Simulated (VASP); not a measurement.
Set up this calculation in VASP 6.6.1, as the native input.

```yaml
Task: single point
Functional: LDA
Potentials_or_basis: VASP PAW LDA potentials, release 64 (Al, O)
Cutoff: 900 eV
k_mesh: 7 × 7 × 7
Occupations: gaussian, width 0.05 eV
Spin: no spin polarisation
Further_INCAR_settings: ADDGRID = False; ALGO = Normal; EDIFF = 1e-08; NBANDS = 35
```

The structure of Al2O3 (Corundum) lies in POSCAR:

```
Al2O3
1.0
    2.3802500000      1.3742379782      4.3318666667
   -2.3802500000      1.3742379782      4.3318666667
    0.0000000000     -2.7484759565      4.3318666667
Al O
4 6
Direct
    0.8521600000      0.8521600000      0.8521600000
    0.6478400000      0.6478400000      0.6478400000
    0.1478400000      0.1478400000      0.1478400000
    0.3521600000      0.3521600000      0.3521600000
    0.0566800000      0.7500000000      0.4433200000
    0.7500000000      0.4433200000      0.0566800000
    0.4433200000      0.0566800000      0.7500000000
    0.9433200000      0.2500000000      0.5566800000
    0.2500000000      0.5566800000      0.9433200000
    0.5566800000      0.9433200000      0.2500000000
```

One way to write it, as run:

INCAR

```
SYSTEM = Al2O3
PREC = Accurate
ENCUT = 900
EDIFF = 1E-8
ISMEAR = 0
SIGMA = 0.05
LREAL = .FALSE.
LASPH = .TRUE.
NELM = 100
ALGO = Normal
ISIF = 2
LWAVE = .FALSE.
LCHARG = .FALSE.
NBANDS = 35
ADDGRID = .FALSE.
```

KPOINTS

```
regular mesh
0
G
  7 7 7
  0 0 0
```

Potentials or basis: VASP PAW LDA potentials, release 64 (Al, O).

Launch:

```bash
$ cat potpaw_LDA.64/Al/POTCAR potpaw_LDA.64/O/POTCAR > POTCAR
$ mpirun -np 1 vasp_std > vasp.out
```

Results of the run:

```json
{
  "Pressure": "-4.5 GPa",
  "Largest force": "0.128 eV/Å",
  "Band gap on the k mesh": "6.17 eV, direct"
}
```

Caveat: an odd mesh through Γ misses points on the zone boundary, where band edges often lie.

Wall time 8 min on 1 thread of AMD EPYC 7R43 64-Core Processor (Zen 3), with other jobs on the host, peak memory 0.35 GiB.
